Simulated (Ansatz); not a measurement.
Computed with Ansatz, DFT PBE, scalar-relativistic, plane waves, PAW. All cells share a 420 eV cutoff and Γ-centred k meshes spaced at most about 0.3 Å⁻¹ (about 0.25 or finer for metals, 2π included). No spin polarisation.

These are static total energies at zero pressure.

Two relaxed structures of CdTe4:

A.

Space group I4/mmm (No. 139). a = 5.865 Å, b = 5.865 Å, c = 9.170 Å, α = 90.00°, β = 90.00°, γ = 90.00°
```csv
atom,site,symmetry,x,y,z
Cd,2a,4/mmm,0.0000,0.0000,0.0000
Te,4e,4mm,0.0000,0.0000,0.3347
Te,4c,mmm.,0.0000,0.5000,0.0000
```

B.

Space group Im-3m (No. 229). a = 6.957 Å, b = 6.957 Å, c = 6.957 Å, α = 90.00°, β = 90.00°, γ = 90.00°
```json
{"atom": "Cd", "site": "2a", "symmetry": "m-3m", "x": "0.0000", "y": "0.0000", "z": "0.0000"}
{"atom": "Te", "site": "8c", "symmetry": ".-3m", "x": "0.2500", "y": "0.2500", "z": "0.2500"}
```

Question: Which is lower in energy, and by how much?

Answer: A is lower, by 85 meV/atom. A has space group I4/mmm (No. 139), 31.5 Å³/atom and no gap on its mesh; B has space group Im-3m (No. 229), 33.7 Å³/atom and no gap. Counting Te atoms around Cd (those within 1.25 times the shortest such distance or 1.15 times the sum of covalent radii), A has Cd 6 and B has Cd 8. A holds Te–Te pairs (shortest 3.03 Å); in B the shortest Te–Te distance is 3.48 Å. The denser one is the lower, and pressure would at first widen the difference. Even the lower one lies +0.14 eV/atom against the reference forms of the elements (uncorrected), so neither is stable at this level. Both come from invented guesses. The lowest form computed isn't among them: it has space group P4/mmm (No. 123), 34.0 Å³/atom and lies 89 meV/atom below the best shown.

Spin–orbit coupling, which can matter for Te, is left out. Cells relaxed within their symmetry can be saddle points. Some candidate types were left out of the draw beforehand, so a known form may be missing.

A is favoured over B probably because its tellurium can bond to itself. Cadmium supplies only two valence electrons for four Te atoms, too few to make them all isolated telluride ions, so Te–Te bonding has to make up the shortfall. In B the Te atoms form an undistorted simple cubic network with equal contacts of 3.48 Å, the kind of arrangement that elemental tellurium avoids by distorting into chains. A shortens some contacts to 3.03 Å, still long for a Te–Te single bond, which suggests partial, delocalised bonding rather than true ditelluride units and fits the absence of a gap.

Higher cadmium coordination in B evidently doesn't compensate. Nor does density explain stability: the P4/mmm form is the least dense of the three yet the lowest, so compression would initially favour A over it. Even that form remains above the elements. Because CdTe is a strongly bound compound, the more demanding test is decomposition into CdTe and tellurium, against which CdTe4 should look less favourable still.
